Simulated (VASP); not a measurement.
## Sc under changes of volume

One of the cells (24.840 Å³/atom); the others are scaled copies at fixed shape and fractional positions:

```
Sc
1.0
     3.22317    0.00000    0.00000
     1.51206    2.86298    0.00000
     1.55925    0.93258    2.69189
Sc
1
Cartesian
  0.0000 0.0000 0.0000
```

This isn't the form of Sc at room conditions, which is hcp.

```yaml
Program: VASP 6.6.1
Functional: PBE
Potentials_or_basis: VASP PAW PBE potentials, release 64 (Sc_sv)
Cutoff: 520 eV
k_mesh: 10 × 10 × 10
Occupations: fermi-dirac, width 0.05 eV
Spin: no spin polarisation
```

| volume (Å³/atom) | energy over the lowest point (meV/atom) | pressure (GPa) |
| --- | --- | --- |
| 22.892 | ? | ? |
| 23.379 | 12.17 | 3.1 |
| 23.866 | 4.72 | 1.9 |
| 24.840 | 0.00 | -0.3 |
| 25.327 | 2.19 | -1.2 |
| 25.815 | 7.12 | -2.1 |

What does the run at 22.892 Å³/atom give?

Energy over the lowest point 23.40 meV/atom; pressure 4.4 GPa.

Worked out: A Birch-Murnaghan fit of order 3 (a polynomial in V^(-2/3)) to the other rows has its minimum at 24.72 Å³/atom with B0 = V·E''(V) = 50 GPa and B' = 3.2 at fixed shape and positions, which overstates the stiffness. It gives 23.40 meV/atom at 22.892 Å³/atom, against the run's 23.40, and -dE/dV = 4.4 GPa, against 4.4.

Energies are extrapolated to zero smearing.
